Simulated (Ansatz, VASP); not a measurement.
# One calculation of Al, two programs

The input INCAR:

```
SYSTEM = Al
ALGO     = Normal         ! electronic algorithm
EDIFF    = 1E-7           ! SCF threshold, eV
ENCUT    = 520            ! plane-wave cutoff, eV
GGA      = PE             ! functional
ISIF     = 2              ! what is computed and relaxed
ISMEAR   = 0              ! smearing method
LASPH    = .TRUE.         ! aspherical terms in the spheres
LCHARG   = .FALSE.        ! write CHGCAR
LREAL    = .FALSE.        ! projectors in reciprocal space
LWAVE    = .FALSE.        ! write WAVECAR
NBANDS   = 8              ! bands
NELM     = 80             ! most SCF steps
PREC     = Accurate       ! precision mode
SIGMA    = 0.15           ! smearing width, eV
```

The input KPOINTS:

```
k-points
0
G
  22 22 22
  0 0 0
```

Contents of POSCAR:

```
Al
1.0
   -1.4967331718      1.4967331718      1.7380065591
    1.4967331718     -1.4967331718      1.7380065591
    1.4967331718      1.4967331718     -1.7380065591
Al
1
Direct
    0.0000000000      0.0000000000      0.0000000000
```

Input for Ansatz:

```yaml
crystal:
  lattice:
    - [-1.4967331718, 1.4967331718, 1.7380065591]
    - [1.4967331718, -1.4967331718, 1.7380065591]
    - [1.4967331718, 1.4967331718, -1.7380065591]
  atoms:
    - { symbol: Al, position: [0.0, 0.0, 0.0] }
basis:
  ecutwfc: 420
kpoints:
  mp_grid: { grid: [22, 22, 22] }
hamiltonian:
  xc: pbe
scf:
  occupations: { method: gaussian, width: 0.15 }
output:
  forces: true
  stress: true
  eigenvalues: true
```

Alike in both runs: task single point; functional PBE; k mesh 22 × 22 × 22; occupations gaussian, width 0.15 eV; no spin polarisation.

```csv
,VASP,Ansatz
version,VASP 6.6.1,Ansatz 0.2.0
potentials or method,"VASP PAW PBE potentials, release 64 (Al)","scalar-relativistic, plane waves, PAW"
plane-wave cutoff (eV),520,420
valence electrons in the cell,3,3
```

|  | VASP | Ansatz | Ansatz less VASP |
| --- | --- | --- | --- |
| gap on the k mesh at the Fermi level (eV) | none | none | - |
| pressure (GPa) | 6.5 | 6.5 | +0.03 |
| largest component of the traceless stress (GPa) | 5.61 | 5.59 | -0.023 |

A gap of «none» marks a metal or a gap that the smearing closes.
